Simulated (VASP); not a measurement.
# Ti (P6/mmm) in VASP: a series of runs

The runs below take Ti through single point, with PBE.

Everything below comes from runs of VASP 6.6.1. Logs are shortened: lines on timing, memory, paths and dates and some standing lists are left out, and cuts for length are marked.

## 1. The structure

It takes space group P6/mmm (No. 191, hexagonal). Conventional cell: a = 4.567 Å, b = 4.567 Å, c = 2.826 Å, α = 90.00°, β = 90.00°, γ = 120.00°. Ti (site symmetry -6m2) is surrounded by 11 Ti at 2.64 to 2.99 Å. Around Ti (site symmetry 6/mmm) lie 14 Ti at 2.83 to 2.99 Å.

This isn't the form of Ti at room conditions, which is hcp.

## 2. Single point, PBE

File INCAR:

```
SYSTEM = Ti
PREC     = Accurate       ! precision mode
ENCUT    = 500            ! plane-wave cutoff, eV
EDIFF    = 1E-6           ! SCF threshold, eV
ISMEAR   = 0              ! smearing method
SIGMA    = 0.15           ! smearing width, eV
LREAL    = .False.        ! projectors in reciprocal space
LASPH    = .True.         ! aspherical terms in the spheres
NELM     = 100            ! most SCF steps
ALGO     = Normal         ! electronic algorithm
ISIF     = 2              ! what is computed and relaxed
LWAVE    = .False.        ! write WAVECAR
LCHARG   = .False.        ! write CHGCAR
GGA      = PE             ! functional
NBANDS   = 13             ! bands
ADDGRID  = .False.
```

File KPOINTS:

```
Automatic mesh
0
Gamma
  4 4 5
  0 0 0
```

File POSCAR:

```
Ti
1.0
    4.5673748306      0.0000000000      0.0000000000
   -2.2836874153      3.9554626319      0.0000000000
    0.0000000000      0.0000000000      2.8262442700
Ti
3
Direct
    0.6535550000      0.3369470000      0.4982190000
    0.3492570000      0.6782810000      0.5288300000
    0.0014220000     -0.0021490000     -0.0037100000
```

Potentials or basis: VASP PAW PBE potentials, release 64 (Ti).

On the command line:

```
> cat potpaw_PBE.64/Ti/POTCAR > POTCAR
> mpirun -np 1 vasp_std > vasp.out
```

OUTCAR:

```text
SYSTEM = Ti
   PREC = Accurate
   ENCUT = 500
   EDIFF = 1E-6
   ISMEAR = 0
   LREAL = .False.
   LASPH = .True.
   NELM = 100
   ISIF = 2
   GGA = PE

 Found     42 irreducible k-points:

 Following reciprocal coordinates:
            Coordinates               Weight
  0.000000  0.000000  0.000000      1.000000
  0.250000  0.000000  0.000000      2.000000
  0.000000  0.250000  0.000000      2.000000
 -0.250000  0.250000  0.000000      2.000000
  0.500000  0.000000  0.000000      1.000000
  0.000000  0.500000  0.000000      1.000000
   k-points           NKPTS =     42   k-points in BZ     NKDIM =     42   number of bands    NBANDS=     13
   number of dos      NEDOS =    301   number of ions     NIONS =      3
   total plane-waves  NPLWV =  31104
   dimension x,y,z NGX =    36 NGY =   36 NGZ =   24
   dimension x,y,z NGXF=    72 NGYF=   72 NGZF=   48
   ions per type =               3
   NGX,Y,Z   is equivalent  to a cutoff of  13.10, 13.10, 14.12 a.u.
   NGXF,Y,Z  is equivalent  to a cutoff of  26.21, 26.21, 28.23 a.u.
 SYSTEM =  Ti
   PREC   = accura    normal or accurate (medium, high low for compatibility)
   ISTART =      0    job   : 0-new  1-cont  2-samecut
   ICHARG =      2    charge: 1-file 2-atom 10-const
   ISPIN  =      1    spin polarized calculation?
   LNONCOLLINEAR =      F non collinear calculations
   LSORBIT =      F    spin-orbit coupling
   LASPH  =      T    aspherical Exc in radial PAW
   ENCUT  =  500.0 eV  36.75 Ry    6.06 a.u.   8.33  8.33  5.15*2*pi/ulx,y,z
   NELM   =    100;   NELMIN=  2; NELMDL= -5     # of ELM steps
   EDIFF  = 0.1E-05   stopping-criterion for ELM
   LREAL  =      F    real-space projection
   EDIFFG = 0.1E-04   stopping-criterion for IOM
   NSW    =      0    number of steps for IOM
   IBRION =     -1    ionic relax: 0-MD 1-quasi-New 2-CG
   NFREE  =      0    steps in history (QN), initial steepest desc. (CG)
   ISIF   =      2    stress and relaxation
   ISYM   =      2    0-nonsym 1-usesym 2-fastsym
   POTIM  = 0.5000    time-step for ionic-motion
   TEBEG  =    0.0;   TEEND  =   0.0 temperature during run
   PSTRESS=    0.0 pullay stress
   NELECT =      12.0000    total number of electrons
   NUPDOWN=      -1.0000    fix difference up-down
   EMIN   =  10.00;   EMAX   =-10.00  energy-range for DOS
   EFERMI =   0.00;   METHOD = LEGACY
   ISMEAR =     0;   SIGMA  =   0.15  broadening in eV -4-tet -1-fermi 0-gaus
   EFERMI_NEDOS =   21; number of points for ismear=-14 and -15
   IALGO  =     38    algorithm
   IMIX   =      4    mixing-type and parameters
     AMIX     =   0.40;   BMIX     =  1.00
     AMIX_MAG =   1.60;   BMIX_MAG =  1.00
  volume/ion in A,a.u.               =      17.02       114.85
  Fermi-wavevector in a.u.,A,eV,Ry     =   1.010285  1.909162 13.887145  1.020676
  Thomas-Fermi vector in A             =   2.143265
   LORBIT       =      0    0 simple, 1 ext, 2 COOP (PROOUT), +10 PAW based schemes
   GGA     = PE    functional components
   LHFCALC =     F    Hartree Fock is set to
   AEXX    =    0.0000 exact exchange contribution
   IVDW    =     0    specifies the selected vdW correction
   LEPSILON=     F    determine dielectric tensor
   LRPA    =     F    only Hartree local field effects (RPA)
 non-spin polarized calculation
 Gauss-broadening in eV      SIGMA  =   0.15
  energy-cutoff  :      500.00
  volume of cell :       51.06
 maximum number of plane-waves:      1313
 NGX is ok and might be reduce to    36
   NGX = 17   NGY = 17   NGZ = 11

 number of electron      12.0000000 magnetization

 Free energy of the ion-electron system (eV)
  ---------------------------------------------------
  ext. energy  EPLUGINS =         0.00000000
  ---------------------------------------------------
  free energy    TOTEN  =       -23.33291514 eV

  energy without entropy =      -23.30377812  energy(sigma->0) =      -23.31834663

 E-fermi :   3.0518     XC(G=0): -11.1485

 val. band max:        3.0442687692   @ k =   0.0000   0.0000   0.0000
 cond. band min:       3.0612912373   @ k =   0.5000   0.0000   0.2000
 fundamental gap:      0.0170224681
 Fermi energy:         3.0517687741

 k-point     1 :       0.0000    0.0000    0.0000
  band No.  band energies     occupation
      1      -2.9628      2.00000
      2       1.1243      2.00000
      3       2.3044      2.00000
      4       2.3916      2.00000
      5       2.4124      2.00000
      6       2.5035      2.00000
      7       3.0443      1.05637
      8       3.6997      0.00000
      9       4.3065      0.00000
     10       4.3318      0.00000
     11       4.7195      0.00000
     12       4.8502      0.00000
     13       4.9679      0.00000

 k-point     2 :       0.2500    0.0000    0.0000
  band No.  band energies     occupation
      1      -2.2578      2.00000
      2       0.9512      2.00000
      3       1.2908      2.00000
      4       2.1769      2.00000
      5       2.2951      2.00000
      6       3.2233      0.10586
      7       3.2833      0.02907
      8       3.6864      0.00000
      9       3.8746      0.00000
     10       4.2965      0.00000
     11       4.5225      0.00000
     12       4.8250      0.00000
     13       5.6011      0.00000

 k-point     3 :       0.0000    0.2500    0.0000
  band No.  band energies     occupation
      1      -2.2590      2.00000
      2       0.8996      2.00000
      3       1.3607      2.00000
      4       2.0399      2.00000
      5       2.2407      2.00000
      6       3.1726      0.25467
      7       3.3679      0.00288
      8       3.7198      0.00000
      9       3.9194      0.00000
     10       4.2757      0.00000
     11       4.5784      0.00000
     12       4.8537      0.00000
     13       5.5750      0.00000

 k-point     4 :      -0.2500    0.2500    0.0000
  band No.  band energies     occupation
      1      -2.2600      2.00000
      2       0.8904      2.00000
      3       1.3899      2.00000
      4       2.0115      2.00000
      5       2.1951      2.00000
      6       3.1900      0.19234
      7       3.3428      0.00607
      8       3.7536      0.00000
      9       3.9551      0.00000
     10       4.2849      0.00000
     11       4.5567      0.00000
     12       4.8321      0.00000
     13       5.6101      0.00000

 k-point     5 :       0.5000    0.0000    0.0000
  band No.  band energies     occupation
      1      -0.5059      2.00000
      2      -0.4793      2.00000
      3       0.5124      2.00000
      4       2.6097      1.99997
      5       2.7885      1.98696
      6       2.9103      1.81775
      7       2.9519      1.65353
      8       3.4864      0.00004
      9       4.0772      0.00000
     10       4.1618      0.00000
     11       4.8937      0.00000
     12       5.1625      0.00000
     13       5.7775      0.00000

 k-point     6 :       0.0000    0.5000    0.0000
  band No.  band energies     occupation
      1      -0.5662      2.00000
      2      -0.4244      2.00000
      3       0.4489      2.00000
      4       2.5316      2.00000
      5       2.6046      1.99998
      6       2.7407      1.99664
      7       3.1832      0.21515
      8       3.6138      0.00000
      9       4.0811      0.00000
     10       4.1751      0.00000
     11       4.9754      0.00000
     12       5.0807      0.00000
     13       5.6152      0.00000

 [... further k-points ...]
[... 5 lines left out ...]
  --------------------------------------------------------------------------------------
  -------------------------------------------------------------------------------------
  Total       -0.3197170     -0.4968290     -0.2975255      0.1017504      0.0331003      0.0037160
  in kB      -10.0323516    -15.5899203     -9.3360056      3.1928111      1.0386489      0.1166030
  external PRESSURE =     -11.6527591 kB  Pullay stress =       0.0000000 kB

 VOLUME and BASIS-vectors are now :
 -----------------------------------------------------------------------------
  energy-cutoff  :      500.00
  volume of cell :       51.06
      direct lattice vectors                 reciprocal lattice vectors
     4.567374831  0.000000000  0.000000000     0.218944150  0.126407464  0.000000000
    -2.283687415  3.955462632  0.000000000     0.000000000  0.252814928  0.000000000
     0.000000000  0.000000000  2.826244270     0.000000000  0.000000000  0.353826458

 POSITION                                       TOTAL-FORCE (eV/Angst)
 -----------------------------------------------------------------------------------
      2.21555      1.33278      1.40809         0.312606     -0.038050      0.018644
      0.04621      2.68292      1.49460        -0.272110     -0.056465     -0.267393
     -2.27228      3.94696      2.81576        -0.040497      0.094515      0.248749
 -----------------------------------------------------------------------------------
    total drift:                                0.000014      0.000006      0.000009

  FREE ENERGIE OF THE ION-ELECTRON SYSTEM (eV)
  ---------------------------------------------------
  free  energy   TOTEN  =       -23.3329151410 eV

  energy  without entropy=      -23.3037781216  energy(sigma->0) =      -23.31834663
```

Run time: 32 s. Hardware: 1 thread of Intel Xeon Platinum 8488C (Sapphire Rapids), shared host; peak memory 0.18 GiB.

These settings aren't checked as converged: the numbers below hold their error.

Results:

| Property | Result |
| --- | --- |
| Free energy | -23.3329 eV |
| Pressure | -1.2 GPa |
| Largest force | 0.386 eV/Å |
| Band gap on the k mesh | none (metal or under the smearing width) |

Caveat: the k mesh is coarse (spacing up to 0.44 Å⁻¹), so the values aren't converged.

## 3. Single point, PBE

INCAR, as its differences from that of step 2:

```diff
@@ -2,3 +2,3 @@
 PREC     = Accurate       ! precision mode
-ENCUT    = 500            ! plane-wave cutoff, eV
+ENCUT    = 250            ! plane-wave cutoff, eV
 EDIFF    = 1E-6           ! SCF threshold, eV
```

File KPOINTS:

```
Automatic mesh
0
Gamma
  6 6 8
  0 0 0
```

File POSCAR:

```
Ti
1.0
    4.5673748306      0.0000000000      0.0000000000
   -2.2836874153      3.9554626319      0.0000000000
    0.0000000000      0.0000000000      2.8262442700
Ti
3
Direct
    0.6666666667      0.3333333333      0.5000000000
    0.3333333333      0.6666666667      0.5000000000
    0.0000000000      0.0000000000      0.0000000000
```

Potentials or basis: VASP PAW PBE potentials, release 64 (Ti).

On the command line:

```
> cat potpaw_PBE.64/Ti/POTCAR > POTCAR
> mpirun -np 1 vasp_std > vasp.out
```

OUTCAR:

```text
SYSTEM = Ti
   PREC = Accurate
   ENCUT = 250
   EDIFF = 1E-6
   ISMEAR = 0
   LREAL = .False.
   LASPH = .True.
   NELM = 100
   ISIF = 2
   GGA = PE

 Found     35 irreducible k-points:

 Following reciprocal coordinates:
            Coordinates               Weight
  0.000000  0.000000  0.000000      1.000000
  0.166667  0.000000  0.000000      6.000000
  0.333333  0.000000  0.000000      6.000000
  0.500000  0.000000  0.000000      3.000000
  0.166667  0.166667  0.000000      6.000000
  0.333333  0.166667  0.000000     12.000000
   k-points           NKPTS =     35   k-points in BZ     NKDIM =     35   number of bands    NBANDS=     13
[... 169 lines left out ...]

 [... further k-points ...]
[... 5 lines left out ...]
  --------------------------------------------------------------------------------------
  -------------------------------------------------------------------------------------
  Total       -0.3588094     -0.3588094     -0.3454269      0.0000000      0.0000000      0.0000000
  in kB      -11.2590242    -11.2590242    -10.8390972      0.0000000      0.0000000      0.0000000
  external PRESSURE =     -11.1190485 kB  Pullay stress =       0.0000000 kB

 VOLUME and BASIS-vectors are now :
 -----------------------------------------------------------------------------
  energy-cutoff  :      250.00
  volume of cell :       51.06
      direct lattice vectors                 reciprocal lattice vectors
     4.567374831  0.000000000  0.000000000     0.218944150  0.126407464  0.000000000
    -2.283687415  3.955462632  0.000000000     0.000000000  0.252814928  0.000000000
     0.000000000  0.000000000  2.826244270     0.000000000  0.000000000  0.353826458

 POSITION                                       TOTAL-FORCE (eV/Angst)
 -----------------------------------------------------------------------------------
      2.28369      1.31849      1.41312         0.000000     -0.000000      0.000000
     -0.00000      2.63698      1.41312        -0.000000      0.000000      0.000000
      0.00000      0.00000      0.00000        -0.000000     -0.000000      0.000000
 -----------------------------------------------------------------------------------
    total drift:                                0.000000      0.000000      0.000000

  FREE ENERGIE OF THE ION-ELECTRON SYSTEM (eV)
  ---------------------------------------------------
  free  energy   TOTEN  =       -23.3391346837 eV

  energy  without entropy=      -23.3030344056  energy(sigma->0) =      -23.32108454
```

OSZICAR:

```text
N       E                     dE             d eps       ncg     rms          rms(c)
DAV:   1     0.131387811244E+02    0.13139E+02   -0.28011E+03   910   0.454E+02
DAV:   2    -0.245177792927E+02   -0.37657E+02   -0.35066E+02   930   0.117E+02
DAV:   3    -0.265763687001E+02   -0.20586E+01   -0.19022E+01  1312   0.270E+01
DAV:   4    -0.266159700853E+02   -0.39601E-01   -0.39490E-01  1012   0.384E+00
DAV:   5    -0.266164179224E+02   -0.44784E-03   -0.44763E-03  1259   0.346E-01    0.193E+01
DAV:   6    -0.237291633782E+02    0.28873E+01   -0.63764E+00   935   0.216E+01    0.543E+00
DAV:   7    -0.234148602754E+02    0.31430E+00   -0.18099E+00  1032   0.105E+01    0.193E+00
DAV:   8    -0.233606270882E+02    0.54233E-01   -0.37679E-01  1459   0.441E+00    0.866E-01
DAV:   9    -0.233427959558E+02    0.17831E-01   -0.69511E-02  1347   0.191E+00    0.399E-01
DAV:  10    -0.233394340135E+02    0.33619E-02   -0.13476E-02  1351   0.773E-01    0.110E-01
DAV:  11    -0.233391862318E+02    0.24778E-03   -0.42985E-04  1357   0.178E-01    0.400E-02
DAV:  12    -0.233391532519E+02    0.32980E-04   -0.49958E-05  1152   0.555E-02    0.188E-02
DAV:  13    -0.233391361071E+02    0.17145E-04   -0.18404E-05  1425   0.263E-02    0.262E-03
DAV:  14    -0.233391347446E+02    0.13625E-05   -0.97653E-07   598   0.828E-03    0.146E-03
DAV:  15    -0.233391346837E+02    0.60910E-07   -0.10081E-07   540   0.225E-03
   1 F= -.23339135E+02 E0= -.23321085E+02  d E =-.361003E-01
```

Run time: 8.2 s. Hardware: 1 thread of Intel Xeon Platinum 8488C (Sapphire Rapids), shared host; peak memory 0.12 GiB.

These settings aren't checked as converged: the numbers below hold their error.

What came out:

* Free energy: -23.3391 eV
* Pressure: -1.1 GPa
* Band gap on the k mesh: none (metal or under the smearing width)

## 4. Single point, PBE

INCAR is that of step 3.

KPOINTS is that of step 3.

File POSCAR:

```
Ti
1.0
    4.5673748306      0.0000000000      0.0000000000
   -2.2836874153      3.9554626319      0.0000000000
    0.0000000000      0.0000000000      2.8262442700
Ti
3
Direct
    0.6535550000      0.3369470000      0.4982190000
    0.3492570000      0.6782810000      0.5288300000
    0.0014220000     -0.0021490000     -0.0037100000
```

On the command line:

```
> cat potpaw_PBE.64/Ti/POTCAR > POTCAR
> mpirun -np 1 vasp_std > vasp.out
```

It took 21 s on 1 thread of Intel Xeon Platinum 8488C (Sapphire Rapids), shared host; peak memory 0.14 GiB.

These settings aren't checked as converged: the numbers below hold their error.

What came out:

* Free energy: -23.3094 eV
* Pressure: -0.9 GPa
* Largest force: 0.364 eV/Å
* Band gap on the k mesh: none (metal or under the smearing width)

(Part 1 of 2 ends here.)
